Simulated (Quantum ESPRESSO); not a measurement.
# C (Fd-3m) in Quantum ESPRESSO: single point with PBE

Aim: the single point of C with PBE.

Program: Quantum ESPRESSO 7.5. These are calculated values, not measurements. Logs are shortened: lines on timing, memory, paths and dates and some standing lists are left out, and cuts for length are marked.

## 1. Starting point

The structure is cubic, space group Fd-3m (No. 227). Conventional cell: a = 3.567 Å, b = 3.567 Å, c = 3.567 Å, α = 90.00°, β = 90.00°, γ = 90.00°. C (site symmetry -43m) has 4 C at 1.54 Å as nearest neighbours.

This isn't the form of C at room conditions, which is graphite.

## 2. Single point, PBE

Input file run.py:

```python
import numpy as np
from ase.calculators.espresso import Espresso, EspressoProfile
from ase.io import read

atoms = read('POSCAR')

input_data = {
    'control': {'calculation': 'scf', 'prefix': 'pwscf', 'outdir': './tmp', 'tprnfor': True, 'tstress': True, 'disk_io': 'nowf'},
    'system': {'ecutwfc': 55.0, 'ecutrho': 440.0, 'nbnd': 9, 'occupations': 'smearing', 'smearing': 'fd', 'degauss': 0.00367493},
    'electrons': {'conv_thr': 4e-10, 'electron_maxstep': 120, 'mixing_beta': 0.5},
}
pseudopotentials = {'C': 'C.pbe-n-kjpaw_psl.1.0.0.UPF'}
profile = EspressoProfile(command='pw.x', pseudo_dir='pseudo')
atoms.calc = Espresso(profile=profile, input_data=input_data, pseudopotentials=pseudopotentials, kpts=(13, 13, 13), koffset=(0, 0, 0))

print(f'energy {atoms.get_potential_energy():.8f} eV')
print('forces (eV/A)')
print(np.round(atoms.get_forces(), 6))
print('stress (eV/A^3, Voigt)')
print(np.round(atoms.get_stress(), 8))
print(f'Fermi level {atoms.calc.get_fermi_level():.4f} eV')
```

Input file POSCAR:

```
C
1.0
    0.0000000000      1.7833700000      1.7833700000
    1.7833700000      0.0000000000      1.7833700000
    1.7833700000      1.7833700000      0.0000000000
C
2
Direct
    0.7500000000      0.7500000000      0.7500000000
    0.5000000000      0.5000000000      0.5000000000
```

Potentials or basis: SSSP 1.3 efficiency PBE.

Command:

```
OMP_NUM_THREADS=1 python run.py
```

The program printed:

```text
energy -501.60518565 eV
forces (eV/A)
[[ 0.  0. -0.]
 [-0. -0.  0.]]
stress (eV/A^3, Voigt)
[-0.0121105 -0.0121105 -0.0121105 -0.        -0.        -0.       ]
Fermi level 15.4807 eV
```

espresso.pwi:

```text
&CONTROL
   calculation      = 'scf'
   tstress          = .true.
   tprnfor          = .true.
   outdir           = './tmp'
   prefix           = 'pwscf'
   disk_io          = 'nowf'
   pseudo_dir       = 'pseudo'
/
&SYSTEM
   nbnd             = 9
   ecutwfc          = 55.0
   ecutrho          = 440.0
   occupations      = 'smearing'
   degauss          = 0.00367493
   smearing         = 'fd'
   ntyp             = 1
   nat              = 2
   ibrav            = 0
/
&ELECTRONS
   electron_maxstep = 120
   conv_thr         = 4e-10
   mixing_beta      = 0.5
/
&IONS
/
&CELL
/
&FCP
/
&RISM
/
ATOMIC_SPECIES
C 12.011 C.pbe-n-kjpaw_psl.1.0.0.UPF

K_POINTS automatic
13 13 13  0 0 0

CELL_PARAMETERS angstrom
0.00000000000000 1.78337000000000 1.78337000000000
1.78337000000000 0.00000000000000 1.78337000000000
1.78337000000000 1.78337000000000 0.00000000000000

ATOMIC_POSITIONS angstrom
C 2.6750550000 2.6750550000 2.6750550000  
C 1.7833700000 1.7833700000 1.7833700000
```

espresso.pwo:

```text
This program is part of the open-source Quantum ESPRESSO suite
     for quantum simulation of materials; please cite
         "P. Giannozzi et al., J. Phys.:Condens. Matter 21 395502 (2009);
         "P. Giannozzi et al., J. Phys.:Condens. Matter 29 465901 (2017);
         "P. Giannozzi et al., J. Chem. Phys. 152 154105 (2020);
     in publications or presentations arising from this work. More details at

Warning: card &CELL ignored
Warning: card &FCP ignored
Warning: card &RISM ignored

     file C.pbe-n-kjpaw_psl.1.0.0.UPF: wavefunction(s)  2S 2P renormalized
     Message from routine setup:
     using ibrav=0 with symmetry is DISCOURAGED, use correct ibrav instead

     Subspace diagonalization in iterative solution of the eigenvalue problem:
     a serial algorithm will be used

     G-vector sticks info
     --------------------
     sticks:   dense  smooth     PW     G-vecs:    dense   smooth      PW
     Sum         685     349    121                11935     4279     869

     Using Slab Decomposition

     bravais-lattice index     =            0
     lattice parameter (alat)  =       4.7660  a.u.
     unit-cell volume          =      76.5510 (a.u.)^3
     number of atoms/cell      =            2
     number of atomic types    =            1
     number of electrons       =         8.00
     number of Kohn-Sham states=            9
     kinetic-energy cutoff     =      55.0000  Ry
     charge density cutoff     =     440.0000  Ry
     scf convergence threshold =      4.0E-10
     mixing beta               =       0.5000
     number of iterations used =            8  plain     mixing
     Exchange-correlation= SLA  PW   PBX  PBC
                           (   1   4   3   4   0   0   0)

     celldm(1)=   4.766014  celldm(2)=   0.000000  celldm(3)=   0.000000
     celldm(4)=   0.000000  celldm(5)=   0.000000  celldm(6)=   0.000000

     crystal axes: (cart. coord. in units of alat)
               a(1) = (   0.000000   0.707107   0.707107 )
               a(2) = (   0.707107   0.000000   0.707107 )
               a(3) = (   0.707107   0.707107   0.000000 )

     reciprocal axes: (cart. coord. in units 2 pi/alat)
               b(1) = ( -0.707107  0.707107  0.707107 )
               b(2) = (  0.707107 -0.707107  0.707107 )
               b(3) = (  0.707107  0.707107 -0.707107 )

     PseudoPot. # 1 for C  read from file:
     C.pbe-n-kjpaw_psl.1.0.0.UPF
     Pseudo is Projector augmented-wave + core cor, Zval =  4.0
     Generated using "atomic" code by A. Dal Corso  v.5.1
     Shape of augmentation charge: PSQ
     Using radial grid of 1073 points,  4 beta functions with:
                l(1) =   0
                l(2) =   0
                l(3) =   1
                l(4) =   1
     Q(r) pseudized with 0 coefficients

     atomic species   valence    mass     pseudopotential
     C                 4.00    12.01100     C ( 1.00)

     48 Sym. Ops., with inversion, found (24 have fractional translation)

   Cartesian axes

     site n.     atom                  positions (alat units)
         1        C      tau(   1) = (   1.0606602   1.0606602   1.0606602  )
         2        C      tau(   2) = (   0.7071068   0.7071068   0.7071068  )

     number of k points=    84  Fermi-Dirac smearing, width (Ry)=  0.0037
                       cart. coord. in units 2pi/alat
        k(    1) = (   0.0000000   0.0000000   0.0000000), wk =   0.0009103
        k(    2) = (   0.0543928   0.0543928  -0.0543928), wk =   0.0072827
        k(    3) = (   0.1087857   0.1087857  -0.1087857), wk =   0.0072827
        k(    4) = (   0.1631785   0.1631785  -0.1631785), wk =   0.0072827
        k(    5) = (   0.2175713   0.2175713  -0.2175713), wk =   0.0072827
        k(    6) = (   0.2719641   0.2719641  -0.2719641), wk =   0.0072827
[... 76 lines left out ...]
        k(   83) = (   0.0000000  -0.4351426   0.6527140), wk =   0.0218480
        k(   84) = (  -0.0543928  -0.3807498   0.7071068), wk =   0.0218480

     Dense  grid:    11935 G-vectors     FFT dimensions: (  32,  32,  32)

     Smooth grid:     4279 G-vectors     FFT dimensions: (  24,  24,  24)

     Check: negative core charge=   -0.000002

     Initial potential from superposition of free atoms

     starting charge       7.9999, renormalised to       8.0000
     Starting wfcs are    8 randomized atomic wfcs +    1 random wfcs
     Checking if some PAW data can be deallocated...

     Self-consistent Calculation

     iteration #  1     ecut=    55.00 Ry     beta= 0.50
     Davidson diagonalization with overlap
     ethr =  1.00E-02,  avg # of iterations =  4.0

     total energy              =     -36.86810564 Ry
     estimated scf accuracy    <       0.11562644 Ry
[... 36 lines left out ...]
     iteration #  7     ecut=    55.00 Ry     beta= 0.50
     Davidson diagonalization with overlap
     ethr =  3.54E-10,  avg # of iterations =  1.2

     End of self-consistent calculation

          k = 0.0000 0.0000 0.0000 (   531 PWs)   bands (ev):

    -8.1285  13.3515  13.3515  13.3515  18.9548  18.9548  18.9548  26.6827
    32.6420
[... 413 lines left out ...]
     0.5695   2.0192   4.7013   5.6809  23.5620  23.6450  25.4502  26.7503
    33.7377

     the Fermi energy is    15.4807 ev

!    total energy              =     -36.86730437 Ry
     total all-electron energy =      -152.395500 Ry
     estimated scf accuracy    <          5.1E-11 Ry
     smearing contrib. (-TS)   =       0.00000000 Ry
     internal energy E=F+TS    =     -36.86730437 Ry

     The total energy is F=E-TS. E is the sum of the following terms:
     one-electron contribution =       8.46916923 Ry
     hartree contribution      =       1.94020033 Ry
     xc contribution           =      -9.37638416 Ry
     ewald contribution        =     -25.57468850 Ry
     one-center paw contrib.   =     -12.32560127 Ry

     convergence has been achieved in   7 iterations

     Forces acting on atoms (cartesian axes, Ry/au):

     atom    1 type  1   force =     0.00000000    0.00000000   -0.00000000
     atom    2 type  1   force =    -0.00000000   -0.00000000    0.00000000

     Total force =     0.000000     Total SCF correction =     0.000000

     Computing stress (Cartesian axis) and pressure

          total   stress  (Ry/bohr**3)                   (kbar)     P=       19.40
   0.00013190   0.00000000   0.00000000           19.40        0.00        0.00
   0.00000000   0.00013190   0.00000000            0.00       19.40        0.00
   0.00000000   0.00000000   0.00013190            0.00        0.00       19.40

=------------------------------------------------------------------------------=
   JOB DONE.
=------------------------------------------------------------------------------=
```

Wall time 6.6 s (1 thread of Intel Xeon Platinum 8488C (Sapphire Rapids), shared host); peak memory 0.08 GiB.

What came out:

```
Free energy            : -501.6052 eV
Pressure               : 1.9 GPa
Band gap on the k mesh : 4.16 eV, indirect (least direct gap 5.60 eV)
```

Levels at points of the mesh, in eV from the valence-band top:
```csv
k point,band 2,band 3,band 4,band 5,band 6,band 7
"(0.00, 0.00, 0.00)",0.00,0.00,0.00,5.60,5.60,5.60
```

Caveat: an odd mesh through Γ misses points on the zone boundary, where band edges often lie.

## 3. For comparison

An earlier run on the cell as given: functional PBE; potentials or basis SSSP 1.3 efficiency PBE; cutoff 748 eV; density cutoff 5987 eV; k mesh 13 × 13 × 13; occupations fermi-dirac, width 0.05 eV; no spin polarisation.

- Pressure: 1.9 GPa
- Band gap on the k mesh: 4.16 eV, indirect (least direct gap 5.60 eV)
